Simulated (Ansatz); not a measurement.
Calculation for CoSi (rocksalt type): DFT, LDA, PAW with Ansatz's default frozen-core files, scalar-relativistic (Ansatz 0.2.0). This run: volume at 0.88 of the series' base cell.

The cell comes from a relaxation on PAW files under the same functional, begun from a prototype that needn't be the stable phase.

Command: `ansatz run input.yaml --threads 1 --pin off --max-ram 2048MiB --backend cpu --events-out ev --progress --plain --runs-dir out` It took 2.4 s on 1 thread of Intel(R) Xeon(R) Platinum 8488C (Sapphire Rapids), with other jobs on the host, peak memory 0.37 GiB.

```yaml
crystal:
  lattice:
    - [0.0, 2.1897006422, 2.1897006422]
    - [2.1897006422, 0.0, 2.1897006422]
    - [2.1897006422, 2.1897006422, 0.0]
  atoms:
    - { symbol: Co, position: [0.0, 0.0, 0.0] }
    - { symbol: Si, position: [0.5, 0.5, 0.5] }
kpoints:
  mp_grid: { grid: [14, 14, 14] }
  band_path:
    path:
      - [0.0, 0.0, 0.0]
      - [0.5, 0.0, 0.5]
      - [0.625, 0.25, 0.625]
      - [0.375, 0.375, 0.75]
      - [0.0, 0.0, 0.0]
      - [0.5, 0.5, 0.5]
      - [0.5, 0.25, 0.75]
      - [0.5, 0.0, 0.5]
    npoints: 8
scf:
  occupations: { method: fermi_dirac, width: 0.1 }
hamiltonian:
  xc: lda
  pseudopotentials: { kind: paw }
output:
  forces: true
  stress: true
  eigenvalues: true
  populations: true
  dos: { projected: true, de: 0.2, e_range: [-14, 8] }
  write_density: true
  write_potential: true
  elf: true
  volumetric_format: npy
```

Output:

```
Engine: ansatz 0.2.0
Pseudopotentials: kind: paw
Pseudopotential: Co, paw, valence charge 17, recommended cutoff 420 eV (normal), Co.paw.azcp
Pseudopotential: Si, paw, valence charge 4, recommended cutoff 420 eV (normal), Si.paw.azcp
Functional definition: SPW92
  exchange = slater_x
  correlation = pw_c
Crystal: 2 atoms, lattice volume = 20.998 Å³
Basis set: ecut = 420 eV, 411 PW (Γ)
Bands: 15, of which v1, the nominal top of the filled ones, is band 11 counted from 1 (10 counted from 0)
Symmetry: 48 space group operations
Space group: Fm-3m (ITA 225), of the structure as read, at distance tolerance 2.8e-5 Å
k-points: 104 of 2744
Non-local potential: Co, projectors of the file, l = 0: 3, l = 1: 2, l = 2: 3, l = 3: 1
Non-local potential: Si, projectors of the file, l = 0: 2, l = 1: 2, l = 2: 2
PAW form: soft (Blöchl's): semilocal exchange-correlation on the pseudo side does not see the compensation charge
PAW frozen core: Co, regenerated for the run's functional, and the local potential with it (the file was generated under x = pbe(κ = 0.804, μ = 0.2195149727645171), c = pbe(β = 0.06672455060314922))
PAW frozen core: Si, regenerated for the run's functional, and the local potential with it (the file was generated under x = pbe(κ = 0.804, μ = 0.2195149727645171), c = pbe(β = 0.06672455060314922))
PAW one-centre angular grid: Co, 590 points (default); XC on 64 Gauss nodes
PAW one-centre angular grid: Si, 110 points (default); XC on 64 Gauss nodes
Initial density: superposition of atomic densities (neutral atoms: chi_scale 0, normalization atom), corrected by the library's trained network
Initial wavefunctions: pseudopotential atomic-orbital guess
Functional: x = slater, c = lda
SCF iter   1: F=—  HF=-5671.211757 eV  |F-HF|=—  |Δ(HF+E_count)|=         —  Δρ=2.99e-2  dr2=1.03e-1  ethr=1.77e-3  ⟨swp⟩=5.1  Hψ=8118  notcnv=0
preconditioner: auto → none  [metal: Δε(μ)=0.068 eV  Ē_g=9.659 eV  σ=0.100 eV  W_gap=0.17  n_scr=8 (ndim 8)  ℏωp=29.2 eV  f_vac=0.000  D(μ)=1.18/eV (n_scr^D=14)  sad-step TF]
SCF iter   2: F=—  HF=-5671.202385 eV  |F-HF|=—  |Δ(HF+E_count)|=   9.37e-3  Δρ=1.46e-2  dr2=2.74e-2  ethr=4.89e-4  ⟨swp⟩=2.0  Hψ=2763  notcnv=0  defer=11
SCF iter   3: F=—  HF=-5671.199488 eV  |F-HF|=—  |Δ(HF+E_count)|=   2.90e-3  Δρ=1.46e-3  dr2=2.80e-4  ethr=1.30e-4  ⟨swp⟩=1.1  Hψ=1575  notcnv=0  defer=11
SCF iter   4: F=—  HF=-5671.199464 eV  |F-HF|=—  |Δ(HF+E_count)|=   2.35e-5  Δρ=2.44e-4  dr2=1.53e-6  ethr=1.33e-6  ⟨swp⟩=2.3  Hψ=2249  notcnv=0  defer=11
SCF iter   5: F=—  HF=-5671.199462 eV  |F-HF|=—  |Δ(HF+E_count)|=   2.44e-6  Δρ=2.85e-5  dr2=5.92e-8  ethr=7.28e-9  ⟨swp⟩=2.1  Hψ=2458  notcnv=0  defer=11
SCF iter   6: F=-5671.199462 eV  HF=-5671.199462 eV  |F-HF|=1.06e-10  |Δ(HF+E_count)|=   5.00e-9  Δρ=2.30e-6  dr2=2.79e-10  ethr=2.82e-10  ⟨swp⟩=5.7  Hψ=8943  notcnv=0
SCF 1 converged in 6 iterations: F = -5671.199462 eV  dr2 = 2.79e-10
  greatest PAW one-centre occupation: 1.002 electrons in one spin orbital (limit 2), on the Co atom at site 0 (counted from 0), in its partial waves of l = 1
NSCF: frozen V_eff on 57 k-points
SCF converged after 6 iterations
Free energy (F): -5671.199462 eV
Harris-Foulkes:  -5671.199462 eV  (|F-HF|=1.06e-10)
Internal energy: -5671.161585 eV  (E = F + TS)
E sigma→0 (E₀):  -5671.180523 eV
Entropy (-TS):   -0.037877 eV (-18.939 meV/atom)
Fermi energy:    17.065081 eV
--- Per-component energies (eV) ---
  E_band       = -228.751876
  E_kinetic    = 512.124552
  E_local      = -3472.848213  (includes V_loc(G=0)·N_el)
  E_nonlocal   = 494.403528
  E_hartree    = 1501.498437
  E_xc         = -217.710587
  E_vxc        = -258.567286  (∫ρ·V_xc dr)
  E_paw        = -1946.512784  (= ΣΔE_a)
  E_vpaw       = -506.860949  (= ΣTr[D̂ρ^β])
  E_aug_tail   = 0.000014  (compensation charges beyond the density's cutoff)
  E_ewald      = -2542.619112
  E_core_change = 0.502581  (= ΣΔE_core)
  E_smearing   = -0.037877  (= −TS)
  E_closure    = -0.000000  (closes the sum)
  Σ components = -5671.199462   (vs F -5671.199462, Δ=0.00e0)
--- Forces (eV/Å), atoms counted from 1 ---
  atom   1  Co    -0.00000000     0.00000000    -0.00000000
  atom   2  Si     0.00000000    -0.00000000    -0.00000000
  max |Σ_I F_I| component: 6.00e-31 eV/Å
--- Stress (GPa, compression-positive) ---
       31.668702      -0.000000      -0.000000
        0.000000      31.668702       0.000000
       -0.000000      -0.000000      31.668702
  P = ⅓ Tr σ = 31.6687 GPa (316.687 kbar)
--- Band table (eV; the first three rows and the last of 104) ---
  k-point 0: bands = ["-77.0496", "-40.8161", "-40.8161", "-40.8161", "3.3547", "14.3850", "14.3850", "14.3850", "14.5301", "14.5301", "22.3566", "22.3566", "22.3566", "28.7505", "28.7505"]
  k-point 1: bands = ["-77.0494", "-40.8179", "-40.8164", "-40.8164", "3.4754", "14.2882", "14.3877", "14.3877", "14.5091", "14.5091", "21.8526", "22.4457", "22.4457", "27.8376", "28.8099"]
  k-point 2: bands = ["-77.0490", "-40.8231", "-40.8173", "-40.8173", "3.8351", "13.9873", "14.2190", "14.2190", "14.6415", "14.6415", "20.6506", "22.6820", "22.6820", "27.0159", "28.8361"]
  k-point 103: bands = ["-77.0460", "-40.8423", "-40.8379", "-40.8314", "9.2930", "11.6332", "11.9958", "13.2128", "16.1238", "16.5466", "16.5713", "16.8073", "18.0152", "27.6273", "28.1231"]
--- Löwdin populations: 2 sites ---
  site symbol       q [e]
     0     Co     16.7562
     1     Si      4.0459
  spilling = 0.009424 (of n_electrons = 21.000000)
```

populations.tsv:

```
# site	symbol	l	j	q
# orbitals = lowdin
# n_electrons = 21.000000
# spilling = 0.009424
0	Co	0_3S	-	1.956104
0	Co	0_4S	-	0.545988
0	Co	1_3P	-	5.981538
0	Co	2_3D	-	8.272567
1	Si	0_3S	-	1.319159
1	Si	1_3P	-	2.726748
```

Next run (volume at 0.8 of the series' base cell), as changes to the input before:

```diff
   lattice:
-    - [0.0, 2.1897006422, 2.1897006422]
-    - [2.1897006422, 0.0, 2.1897006422]
-    - [2.1897006422, 2.1897006422, 0.0]
+    - [0.0, 2.1212271838, 2.1212271838]
+    - [2.1212271838, 0.0, 2.1212271838]
+    - [2.1212271838, 2.1212271838, 0.0]
   atoms:
   mp_grid: { grid: [14, 14, 14] }
-  band_path:
-    path:
-      - [0.0, 0.0, 0.0]
-      - [0.5, 0.0, 0.5]
-      - [0.625, 0.25, 0.625]
-      - [0.375, 0.375, 0.75]
-      - [0.0, 0.0, 0.0]
-      - [0.5, 0.5, 0.5]
-      - [0.5, 0.25, 0.75]
-      - [0.5, 0.0, 0.5]
-    npoints: 8
 scf:
   populations: true
-  dos: { projected: true, de: 0.2, e_range: [-14, 8] }
   write_density: true
```

Command: `ansatz run input.yaml --threads 1 --pin off --max-ram 2048MiB --backend cpu --events-out ev --progress --plain --runs-dir out` It took 2 s on 1 thread of Intel(R) Xeon(R) Platinum 8488C (Sapphire Rapids), on a shared host, peak memory 0.37 GiB.

Results part of the output:

```
SCF 1 converged in 6 iterations: F = -5670.623368 eV  dr2 = 6.17e-9
  greatest PAW one-centre occupation: 1.003 electrons in one spin orbital (limit 2), on the Co atom at site 0 (counted from 0), in its partial waves of l = 1
SCF converged after 6 iterations
Free energy (F): -5670.623368 eV
Harris-Foulkes:  -5670.623368 eV  (|F-HF|=6.59e-9)
Internal energy: -5670.590737 eV  (E = F + TS)
E sigma→0 (E₀):  -5670.607052 eV
Entropy (-TS):   -0.032631 eV (-16.315 meV/atom)
Fermi energy:    19.179271 eV
--- Per-component energies (eV) ---
  E_band       = -191.804657
  E_kinetic    = 518.772025
  E_local      = -3352.236037  (includes V_loc(G=0)·N_el)
  E_nonlocal   = 497.705492
  E_hartree    = 1458.460778
  E_xc         = -219.954048
  E_vxc        = -261.438732  (∫ρ·V_xc dr)
  E_paw        = -1949.146459  (= ΣΔE_a)
  E_vpaw       = -511.533885  (= ΣTr[D̂ρ^β])
  E_aug_tail   = 0.000082  (compensation charges beyond the density's cutoff)
  E_ewald      = -2624.695151
  E_core_change = 0.502581  (= ΣΔE_core)
  E_smearing   = -0.032631  (= −TS)
  E_closure    = 0.000000  (closes the sum)
  Σ components = -5670.623368   (vs F -5670.623368, Δ=0.00e0)
--- Forces (eV/Å), atoms counted from 1 ---
  atom   1  Co    -0.00000000    -0.00000000    -0.00000000
  atom   2  Si     0.00000000     0.00000000     0.00000000
  max |Σ_I F_I| component: 5.01e-31 eV/Å
--- Stress (GPa, compression-positive) ---
       67.675359       0.000000      -0.000000
       -0.000000      67.675359       0.000000
       -0.000000       0.000000      67.675359
  P = ⅓ Tr σ = 67.6754 GPa (676.754 kbar)
--- Band table (eV; the first three rows and the last of 104) ---
  k-point 0: bands = ["-75.1564", "-38.9418", "-38.9418", "-38.9418", "4.5869", "16.0000", "16.0000", "16.0000", "16.2175", "16.2175", "25.0188", "25.0188", "25.0188", "31.3424", "31.3424"]
  k-point 1: bands = ["-75.1562", "-38.9446", "-38.9423", "-38.9423", "4.7171", "15.8925", "16.0166", "16.0166", "16.1881", "16.1881", "24.4913", "25.1121", "25.1121", "30.2168", "31.3996"]
  k-point 2: bands = ["-75.1554", "-38.9525", "-38.9438", "-38.9438", "5.1043", "15.5659", "15.8704", "15.8704", "16.3147", "16.3147", "23.2215", "25.3568", "25.3568", "29.4056", "31.4321"]
  k-point 103: bands = ["-75.1506", "-38.9817", "-38.9749", "-38.9652", "10.9800", "13.1227", "13.4479", "14.9296", "18.0426", "18.5734", "18.5917", "18.8537", "20.3189", "30.1110", "31.2382"]
--- Löwdin populations: 2 sites ---
  site symbol       q [e]
     0     Co     16.7994
     1     Si      3.9924
  spilling = 0.009916 (of n_electrons = 21.000000)
```

Next run (volume at 0.72 of the series' base cell), as changes to the input before:

```diff
   lattice:
-    - [0.0, 2.1212271838, 2.1212271838]
-    - [2.1212271838, 0.0, 2.1212271838]
-    - [2.1212271838, 2.1212271838, 0.0]
+    - [0.0, 2.0480223283, 2.0480223283]
+    - [2.0480223283, 0.0, 2.0480223283]
+    - [2.0480223283, 2.0480223283, 0.0]
   atoms:
   mp_grid: { grid: [14, 14, 14] }
+  band_path:
+    path:
+      - [0.0, 0.0, 0.0]
+      - [0.5, 0.0, 0.5]
+      - [0.625, 0.25, 0.625]
+      - [0.375, 0.375, 0.75]
+      - [0.0, 0.0, 0.0]
+      - [0.5, 0.5, 0.5]
+      - [0.5, 0.25, 0.75]
+      - [0.5, 0.0, 0.5]
+    npoints: 8
 scf:
   populations: true
-  write_density: true
-  write_potential: true
-  elf: true
-  volumetric_format: npy
+  dos: { projected: true, de: 0.2, e_range: [-14, 8] }
```

Results part of the output:

```
SCF 1 converged in 6 iterations: F = -5669.506160 eV  dr2 = 1.34e-8
  greatest PAW one-centre occupation: 1.003 electrons in one spin orbital (limit 2), on the Co atom at site 0 (counted from 0), in its partial waves of l = 1
NSCF: frozen V_eff on 57 k-points
SCF converged after 6 iterations
Free energy (F): -5669.506160 eV
Harris-Foulkes:  -5669.506160 eV  (|F-HF|=1.51e-8)
Internal energy: -5669.478163 eV  (E = F + TS)
E sigma→0 (E₀):  -5669.492162 eV
Entropy (-TS):   -0.027996 eV (-13.998 meV/atom)
Fermi energy:    21.748384 eV
--- Per-component energies (eV) ---
  E_band       = -147.473361
  E_kinetic    = 526.861168
  E_local      = -3217.170948  (includes V_loc(G=0)·N_el)
  E_nonlocal   = 502.819825
  E_hartree    = 1411.517222
  E_xc         = -222.523637
  E_vxc        = -264.712919  (∫ρ·V_xc dr)
  E_paw        = -1952.971709  (= ΣΔE_a)
  E_vpaw       = -518.311866  (= ΣTr[D̂ρ^β])
  E_aug_tail   = 0.000031  (compensation charges beyond the density's cutoff)
  E_ewald      = -2718.512697
  E_core_change = 0.502581  (= ΣΔE_core)
  E_smearing   = -0.027996  (= −TS)
  E_closure    = -0.000000  (closes the sum)
  Σ components = -5669.506160   (vs F -5669.506160, Δ=0.00e0)
--- Forces (eV/Å), atoms counted from 1 ---
  atom   1  Co    -0.00000000    -0.00000000     0.00000000
  atom   2  Si     0.00000000    -0.00000000     0.00000000
  max |Σ_I F_I| component: 6.25e-31 eV/Å
--- Stress (GPa, compression-positive) ---
      124.185527      -0.000000       0.000000
        0.000000     124.185527       0.000000
        0.000000       0.000000     124.185527
  P = ⅓ Tr σ = 124.1855 GPa (1241.855 kbar)
--- Band table (eV; the first three rows and the last of 104) ---
  k-point 0: bands = ["-72.8927", "-36.7014", "-36.7014", "-36.7014", "6.1151", "17.9148", "17.9148", "17.9148", "18.2295", "18.2295", "28.2523", "28.2523", "28.2523", "34.0480", "34.4666"]
  k-point 1: bands = ["-72.8922", "-36.7059", "-36.7022", "-36.7022", "6.2565", "17.7952", "17.9445", "17.9445", "18.1952", "18.1952", "27.6975", "28.3507", "28.3507", "33.0177", "34.5189"]
  k-point 2: bands = ["-72.8908", "-36.7184", "-36.7046", "-36.7046", "6.6764", "17.4401", "17.8342", "17.8342", "18.3102", "18.3102", "26.3464", "28.6036", "28.6036", "32.2450", "34.5514"]
  k-point 103: bands = ["-72.8828", "-36.7640", "-36.7532", "-36.7383", "13.0030", "14.9297", "15.1923", "17.0032", "20.3450", "20.9941", "21.0759", "21.3373", "23.1165", "33.0924", "35.0047"]
--- Löwdin populations: 2 sites ---
  site symbol       q [e]
     0     Co     16.8498
     1     Si      3.9298
  spilling = 0.010498 (of n_electrons = 21.000000)
```

Next run (volume at 0.64 of the series' base cell), as changes to the input before:

```diff
   lattice:
-    - [0.0, 2.0480223283, 2.0480223283]
-    - [2.0480223283, 0.0, 2.0480223283]
-    - [2.0480223283, 2.0480223283, 0.0]
+    - [0.0, 1.969172882, 1.969172882]
+    - [1.969172882, 0.0, 1.969172882]
+    - [1.969172882, 1.969172882, 0.0]
   atoms:
   mp_grid: { grid: [14, 14, 14] }
-  band_path:
-    path:
-      - [0.0, 0.0, 0.0]
-      - [0.5, 0.0, 0.5]
-      - [0.625, 0.25, 0.625]
-      - [0.375, 0.375, 0.75]
-      - [0.0, 0.0, 0.0]
-      - [0.5, 0.5, 0.5]
-      - [0.5, 0.25, 0.75]
-      - [0.5, 0.0, 0.5]
-    npoints: 8
 scf:
   populations: true
-  dos: { projected: true, de: 0.2, e_range: [-14, 8] }
+  write_density: true
+  write_potential: true
+  elf: true
+  volumetric_format: npy
```

Results part of the output:

```
SCF 1 converged in 6 iterations: F = -5667.529353 eV  dr2 = 2.90e-9
  greatest PAW one-centre occupation: 1.004 electrons in one spin orbital (limit 2), on the Co atom at site 0 (counted from 0), in its partial waves of l = 1
SCF converged after 6 iterations
Free energy (F): -5667.529353 eV
Harris-Foulkes:  -5667.529353 eV  (|F-HF|=1.08e-9)
Internal energy: -5667.505348 eV  (E = F + TS)
E sigma→0 (E₀):  -5667.517350 eV
Entropy (-TS):   -0.024005 eV (-12.003 meV/atom)
Fermi energy:    24.939466 eV
--- Per-component energies (eV) ---
  E_band       = -93.263925
  E_kinetic    = 536.818699
  E_local      = -3064.081161  (includes V_loc(G=0)·N_el)
  E_nonlocal   = 510.662923
  E_hartree    = 1359.999015
  E_xc         = -225.477470
  E_vxc        = -268.456473  (∫ρ·V_xc dr)
  E_paw        = -1958.562812  (= ΣΔE_a)
  E_vpaw       = -528.204484  (= ΣTr[D̂ρ^β])
  E_aug_tail   = 0.000019  (compensation charges beyond the density's cutoff)
  E_ewald      = -2827.367142
  E_core_change = 0.502581  (= ΣΔE_core)
  E_smearing   = -0.024005  (= −TS)
  E_closure    = -0.000000  (closes the sum)
  Σ components = -5667.529353   (vs F -5667.529353, Δ=0.00e0)
--- Forces (eV/Å), atoms counted from 1 ---
  atom   1  Co    -0.00000000    -0.00000000     0.00000000
  atom   2  Si     0.00000000     0.00000000     0.00000000
  max |Σ_I F_I| component: 3.62e-31 eV/Å
--- Stress (GPa, compression-positive) ---
      215.016877       0.000000      -0.000000
       -0.000000     215.016877      -0.000000
        0.000000       0.000000     215.016877
  P = ⅓ Tr σ = 215.0169 GPa (2150.169 kbar)
--- Band table (eV; the first three rows and the last of 104) ---
  k-point 0: bands = ["-70.1392", "-33.9756", "-33.9756", "-33.9756", "8.0605", "20.2259", "20.2259", "20.2259", "20.6734", "20.6734", "32.2632", "32.2632", "32.2632", "37.1046", "38.3081"]
  k-point 1: bands = ["-70.1383", "-33.9829", "-33.9770", "-33.9770", "8.2156", "20.0923", "20.2696", "20.2696", "20.6369", "20.6369", "31.6749", "32.3668", "32.3668", "36.3562", "38.3512"]
  k-point 2: bands = ["-70.1357", "-34.0033", "-33.9809", "-33.9809", "8.6753", "19.7055", "20.2093", "20.2093", "20.7365", "20.7365", "30.2239", "32.6262", "32.6262", "35.6790", "38.3730"]
  k-point 103: bands = ["-70.1226", "-34.0769", "-34.0594", "-34.0358", "15.4812", "17.1673", "17.3276", "19.5560", "23.1606", "23.9849", "24.1616", "24.4194", "26.5881", "36.7409", "39.0287"]
--- Löwdin populations: 2 sites ---
  site symbol       q [e]
     0     Co     16.9081
     1     Si      3.8564
  spilling = 0.011214 (of n_electrons = 21.000000)
```

Next run (volume at 0.55 of the series' base cell), as changes to the input before:

```diff
   lattice:
-    - [0.0, 1.969172882, 1.969172882]
-    - [1.969172882, 0.0, 1.969172882]
-    - [1.969172882, 1.969172882, 0.0]
+    - [0.0, 1.8721677143, 1.8721677143]
+    - [1.8721677143, 0.0, 1.8721677143]
+    - [1.8721677143, 1.8721677143, 0.0]
   atoms:
   mp_grid: { grid: [14, 14, 14] }
+  band_path:
+    path:
+      - [0.0, 0.0, 0.0]
+      - [0.5, 0.0, 0.5]
+      - [0.625, 0.25, 0.625]
+      - [0.375, 0.375, 0.75]
+      - [0.0, 0.0, 0.0]
+      - [0.5, 0.5, 0.5]
+      - [0.5, 0.25, 0.75]
+      - [0.5, 0.0, 0.5]
+    npoints: 8
 scf:
   populations: true
+  dos: { projected: true, de: 0.2, e_range: [-14, 8] }
   write_density: true
```

Command: `ansatz run input.yaml --threads 1 --pin off --max-ram 2048MiB --backend cpu --events-out ev --progress --plain --runs-dir out` It took 2 s on 1 thread of Intel(R) Xeon(R) Platinum 8488C (Sapphire Rapids), with other jobs on the host, peak memory 0.34 GiB.

Results part of the output:

```
SCF 1 converged in 6 iterations: F = -5663.581248 eV  dr2 = 1.02e-9
  greatest PAW one-centre occupation: 1.007 electrons in one spin orbital (limit 2), on the Co atom at site 0 (counted from 0), in its partial waves of l = 1
NSCF: frozen V_eff on 57 k-points
SCF converged after 6 iterations
Free energy (F): -5663.581248 eV
Harris-Foulkes:  -5663.581248 eV  (|F-HF|=3.77e-10)
Internal energy: -5663.561038 eV  (E = F + TS)
E sigma→0 (E₀):  -5663.571143 eV
Entropy (-TS):   -0.020209 eV (-10.105 meV/atom)
Fermi energy:    29.601944 eV
--- Per-component energies (eV) ---
  E_band       = -15.677809
  E_kinetic    = 551.000547
  E_local      = -2863.911129  (includes V_loc(G=0)·N_el)
  E_nonlocal   = 524.723852
  E_hartree    = 1295.523678
  E_xc         = -229.335834
  E_vxc        = -273.310304  (∫ρ·V_xc dr)
  E_paw        = -1968.199385  (= ΣΔE_a)
  E_vpaw       = -545.226218  (= ΣTr[D̂ρ^β])
  E_aug_tail   = 0.000006  (compensation charges beyond the density's cutoff)
  E_ewald      = -2973.865354
  E_core_change = 0.502581  (= ΣΔE_core)
  E_smearing   = -0.020209  (= −TS)
  E_closure    = 0.000000  (closes the sum)
  Σ components = -5663.581248   (vs F -5663.581248, Δ=0.00e0)
--- Forces (eV/Å), atoms counted from 1 ---
  atom   1  Co    -0.00000000     0.00000000     0.00000000
  atom   2  Si     0.00000000    -0.00000000    -0.00000000
  max |Σ_I F_I| component: 1.94e-30 eV/Å
--- Stress (GPa, compression-positive) ---
      391.704711       0.000000       0.000000
        0.000000     391.704711       0.000000
       -0.000000       0.000000     391.704711
  P = ⅓ Tr σ = 391.7047 GPa (3917.047 kbar)
--- Band table (eV; the first three rows and the last of 104) ---
  k-point 0: bands = ["-66.2334", "-30.1015", "-30.1015", "-30.1015", "10.9963", "23.4811", "23.4811", "23.4811", "24.1437", "24.1437", "38.0997", "38.0997", "38.0997", "41.3963", "43.8428"]
  k-point 1: bands = ["-66.2315", "-30.1149", "-30.1042", "-30.1042", "11.1713", "23.3292", "23.5440", "23.5440", "24.1081", "24.1081", "37.4646", "38.2107", "38.2107", "40.9745", "43.8678"]
  k-point 2: bands = ["-66.2261", "-30.1523", "-30.1115", "-30.1115", "11.6880", "22.9036", "23.5590", "23.5590", "24.1909", "24.1909", "35.8704", "38.4760", "38.4760", "40.5270", "43.8580"]
  k-point 103: bands = ["-66.2034", "-30.2842", "-30.2521", "-30.2111", "19.0464", "20.3862", "20.4190", "23.2353", "27.1904", "28.3318", "28.6745", "28.9242", "31.6563", "41.9714", "44.3236"]
--- Löwdin populations: 2 sites ---
  site symbol       q [e]
     0     Co     16.9846
     1     Si      3.7586
  spilling = 0.012232 (of n_electrons = 21.000000)
```

Spin polarisation is left out, though a magnetic state may lie lower. The PAW files were made under PBE.
